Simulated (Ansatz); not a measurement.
The following input was run with Ansatz 0.2.0.

```yaml
crystal:
  lattice:
    - [3.0917665531, 0.0, 0.0]
    - [-1.5458832765, 2.6775483776, 0.0]
    - [0.0, 0.0, 5.0740210596]
  atoms:
    - { symbol: Si, position: [0.3333333333, 0.6666666667, 0.0045635119] }
    - { symbol: Si, position: [0.6666666667, 0.3333333333, 0.5045635119] }
    - { symbol: C, position: [0.3333333333, 0.6666666667, 0.3804364881] }
    - { symbol: C, position: [0.6666666667, 0.3333333333, 0.8804364881] }
basis:
  ecutwfc: 420
kpoints:
  mp_grid: { grid: [12, 12, 6] }
hamiltonian:
  xc: pbe
scf:
  occupations: { method: gaussian, width: 0.02 }
  n_extra_bands: 16
output:
  forces: false
  stress: false
  eigenvalues: true
  optics: { e_range: [0, 14], sigma: 0.1, nscf_kmesh: { grid: [18, 18, 9] } }
checkpoint:
  read: start.run
  write: ck
  compress: false
  write_wavefunctions: false
  write_every: 100000
```

Launched with
```bash
ansatz run input.yaml --threads 1 --pin off --max-ram 2560MiB --backend cpu --events-out ev --progress --plain --runs-dir out
```

Theory: DFT PBE, scalar-relativistic, plane waves, PAW (Ansatz 0.2.0).

Abridged output:

```
Warning: checkpoint.read: basis.xc_grid differs: saved 2, current 1 (points along each axis for each point of the dense box; ...
scf.n_extra_bands = 16 over 8 filled bands (N_el = 16.0): the run solves 24 bands
Pseudopotentials: kind: paw
Pseudopotential: Si, paw, valence charge 4, recommended cutoff 420 eV (normal)
Pseudopotential: C, paw, valence charge 4, recommended cutoff 420 eV (normal)
Functional definition: PBE
Crystal: 4 atoms, lattice volume = 42.005 Å³
Basis set: ecut = 420 eV, 809 PW (Γ)
Bands: 24, of which v1, the nominal top of the filled ones, is band 8 counted from 1 (7 counted from 0)
Symmetry: 12 space group operations
Space group: P63mc (ITA 186), of the structure as read, at distance tolerance 3.5e-5 Å
k-points: 76 of 864 (time reversal used)
Initial density: read from a saved state, or passed on in memory by an earlier SCF of this step, an earlier step, the calling program or the single point that the run made first
Initial wavefunctions: pseudopotential atomic-orbital guess
Functional: x = pbe(κ = 0.804, μ = 0.21951497), c = pbe(β = 0.06672455)
SCF iter   1: F=—  HF=-1774.309195 eV  |F-HF|=—  |Δ(HF+E_count)|=         —  Δρ=4.32e-6  dr2=4.54e-9  ethr=1.23e-7  ⟨swp⟩=3.4  Hψ=15167  notcnv=0
SCF iter   2: F=—  HF=-1774.309195 eV  |F-HF|=—  |Δ(HF+E_count)|=   2.53e-7  Δρ=2.02e-6  dr2=8.22e-10  ethr=2.84e-11  ⟨swp⟩=2.1  Hψ=2297  notcnv=0
SCF iter   3: F=-1774.309195 eV  HF=-1774.309195 eV  |F-HF|=4.77e-12  |Δ(HF+E_count)|=  9.16e-11  Δρ=1.80e-7  dr2=4.34e-12  ethr=5.14e-12  ⟨swp⟩=2.0  Hψ=2301  notcnv=0
SCF iter   4: F=-1774.309195 eV  HF=-1774.309195 eV  |F-HF|=2.27e-13  |Δ(HF+E_count)|=  7.05e-12  Δρ=2.46e-8  dr2=8.23e-14  ethr=1.00e-12  ⟨swp⟩=1.0  Hψ=1824  notcnv=0
SCF iter   5: F=-1774.309195 eV  HF=-1774.309195 eV  |F-HF|=2.27e-13  |Δ(HF+E_count)|=  2.27e-13  Δρ=2.35e-9  dr2=1.20e-15  ethr=1.00e-12  ⟨swp⟩=1.0  Hψ=1824  notcnv=0
SCF iter   6: F=-1774.309195 eV  HF=-1774.309195 eV  |F-HF|=6.82e-13  |Δ(HF+E_count)|=  2.27e-13  Δρ=3.97e-10  dr2=4.58e-17  ethr=1.00e-12  ⟨swp⟩=1.0  Hψ=1824  notcnv=0
SCF iter   7: F=-1774.309195 eV  HF=-1774.309195 eV  |F-HF|=6.82e-13  |Δ(HF+E_count)|=    0.00e0  Δρ=6.55e-11  dr2=6.82e-19  ethr=1.00e-12  ⟨swp⟩=1.0  Hψ=3952  notcnv=0
SCF 1 converged in 7 iterations: F = -1774.309195 eV  dr2 = 6.82e-19
SCF converged after 7 iterations
Free energy (F): -1774.309195 eV
Harris-Foulkes:  -1774.309195 eV  (|F-HF|=6.82e-13)
Internal energy: -1774.309195 eV  (E = F + TS)
E sigma→0 (E₀):  -1774.309195 eV
Fermi energy:    10.590880 eV
--- Per-component energies (eV) ---
  E_band       = 55.103190
  E_kinetic    = 269.982932
  E_local      = -212.401047  (includes V_loc(G=0)·N_el)
  E_nonlocal   = 103.281916
  E_hartree    = 65.329062
  E_xc         = -210.549961
  E_vxc        = -218.147793  (∫ρ·V_xc dr)
  E_paw        = -1224.025082  (= ΣΔE_a)
  E_vpaw       = -18.270967  (= ΣTr[D̂ρ^β])
  E_aug_tail   = 0.000025  (compensation charges beyond the density's cutoff)
  E_ewald      = -565.927040
  E_smearing   =  0.000000  (= −TS)
--- Band table (eV; the first three rows and the last of 76) ---
  k-point 0: bands = ["-6.0089", "-2.4993", "0.8290", "8.1287", "8.1287", "9.3296", "9.4369", "9.4369", "14.1077", "15.4685", "16.0163", "16.0163", "17.0536", "18.2850", "18.2850", "20.6425", "20.7780", "20.7780", "22.2667", "24.3341", "24.3341", "25.9753", "26.8039", "29.5393"]
  k-point 1: bands = ["-5.8748", "-3.0293", "1.5773", "8.2038", "8.2038", "8.5940", "9.3345", "9.3345", "14.2332", "16.0142", "16.0651", "16.0651", "16.7162", "17.9784", "17.9784", "20.3158", "21.2188", "21.2188", "22.6049", "24.9050", "24.9050", "26.5659", "26.6478", "28.5018"]
  k-point 2: bands = ["-5.4765", "-3.9709", "3.1592", "6.9447", "8.4170", "8.4170", "9.0673", "9.0673", "14.6040", "15.9452", "16.2725", "16.2725", "17.1950", "17.3314", "17.3314", "19.4915", "22.4230", "22.4230", "23.4372", "25.7243", "25.8375", "25.8375", "27.0128", "27.0128"]
  k-point 75: bands = ["-1.2884", "-1.2884", "1.7360", "1.7360", "3.8778", "3.8778", "7.7124", "7.7124", "14.4330", "14.4330", "15.4299", "15.4299", "19.6334", "19.6334", "21.0108", "21.0108", "21.9174", "21.9174", "25.6370", "25.6370", "30.5801", "30.5801", "31.7196", "31.7196"]
```

Self-consistency was reached.

It took 71 s on 1 thread of Arm Neoverse V2, on a shared host, peak memory 0.84 GiB.

The run starts from the saved density of an earlier one, so iterations and time are fewer than from atoms.